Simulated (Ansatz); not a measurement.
## Ge: pressure against volume

Ge, Fd-3m, a = 5.675 Å. Ansatz: r2SCAN, PAW, 500 eV, Γ-centred 12×12×12 mesh on 2 atoms, Gaussian smearing 0.02 eV; no spin polarisation. Symmetry fixes shape and atoms, so the cell is only scaled; pressure is positive in compression.

| V (Å³/atom) | P (GPa) |
| --- | --- |
| 21.475 | 5.11 |
| 22.161 | 2.33 |
| 22.846 | 0.00 |
| 23.531 | ? |
| 24.217 | -3.57 |

Problem. Take V0 = 22.846 Å³/atom, fit the third-order Birch–Murnaghan form to the other rows, and predict the missing pressure.

Solution. With the Eulerian strain f = ½[(V0/V)^(2/3) − 1] and y = P/[3f(1 + 2f)^(5/2)], the form is the line y = B0 + 1.5 B0 (B0′ − 4) f. Rows (f, y): 0.02106, 73.0; 0.01025, 72.0; -0.01905, 68.8. Means f = 0.004087, y = 71.267; Σ(Δf)² = 0.0008614, ΣΔfΔy = 0.09101; the slope is their ratio. y = 70.83 + 105.7 f GPa, so B0 = 70.8 GPa and B0′ = 4 + 2 × (105.7)/(3 × 70.83) = 4.99. At V = 23.531, f = -0.00975, y = 69.80 and P = -1.94 GPa. The run gave -1.96 GPa, so the fit is 0.02 GPa too high, a small miss on the scale of the series. Note that the gap is open there and closed in the run one row down.